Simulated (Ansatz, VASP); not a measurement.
## One calculation of PbS, two programs

Contents of INCAR:

```
ALGO = Fast ; EDIFF = 1E-6
ENCUT = 520 ; GGA = PS
ISIF = 2 ; ISMEAR = 0
LASPH = True ; LCHARG = True
LELF = True ; LREAL = False
LVHAR = True ; LWAVE = False
NBANDS = 17 ; NELM = 100
PREC = Accurate ; SIGMA = 0.02
```

Contents of KPOINTS:

```
k-points
0
Gamma
  9 9 9
```

POSCAR

```
PbS
1.0
    2.1126617058      1.2197458045      3.4519162518
   -2.1126617058      1.2197458045      3.4519162518
    0.0000000000     -2.4394916091      3.4519162518
Pb S
1 1
Direct
    0.9805657800      0.9805657800      0.9805657800
    0.4716513932      0.4599031801      0.4685688519
```

Input for Ansatz:

```yaml
crystal:
  lattice:
    - [2.1126617058, 1.2197458045, 3.4519162518]
    - [-2.1126617058, 1.2197458045, 3.4519162518]
    - [0.0, -2.4394916091, 3.4519162518]
  atoms:
    - { symbol: Pb, position: [0.98056578, 0.98056578, 0.98056578] }
    - { symbol: S, position: [0.4716513932, 0.4599031801, 0.4685688519] }
basis:
  ecutwfc: 420
kpoints:
  mp_grid: { grid: [9, 9, 9] }
hamiltonian:
  xc: pbesol
scf:
  occupations: { method: gaussian, width: 0.02 }
output:
  forces: true
  stress: true
  eigenvalues: true
```

Change from the starting cell: one atom moved.

Alike in both runs: task single point; functional PBEsol; k mesh 9 × 9 × 9; occupations gaussian, width 0.02 eV; no spin polarisation.

```csv
,VASP,Ansatz
version,VASP 6.6.1,Ansatz 0.2.0
potentials or method,"VASP PAW PBE potentials, release 64 (Pb_d, S)","scalar-relativistic, plane waves, PAW"
plane-wave cutoff (eV),520,420
valence electrons in the cell,20,20
```

Ansatz gave:

- gap on the k mesh at the Fermi level (eV): 0.78
- least direct gap on the mesh (eV): 0.78
- pressure (GPa): -1.8
- largest component of the traceless stress (GPa): 0.14
- rms of the force components (eV/Å): 0.029

Problem. Estimate VASP's values.

Solution. gap on the k mesh at the Fermi level (eV): 0.78; least direct gap on the mesh (eV): 0.78; pressure (GPa): -1.8; largest component of the traceless stress (GPa): 0.14; rms of the force components (eV/Å): 0.030.

Atom by atom the forces differ by 0.001 eV/Å (rms over components). With one functional, cell and mesh, what is left measures potentials, basis and numerics.

Caveats: the PAW data sets were made with another functional, which shifts forces and pressure a little (VASP); spin-orbit coupling is left out, which as a rule narrows the gap of such compounds by several tenths of an eV; an odd mesh through Γ misses points on the zone boundary, where band edges often lie.
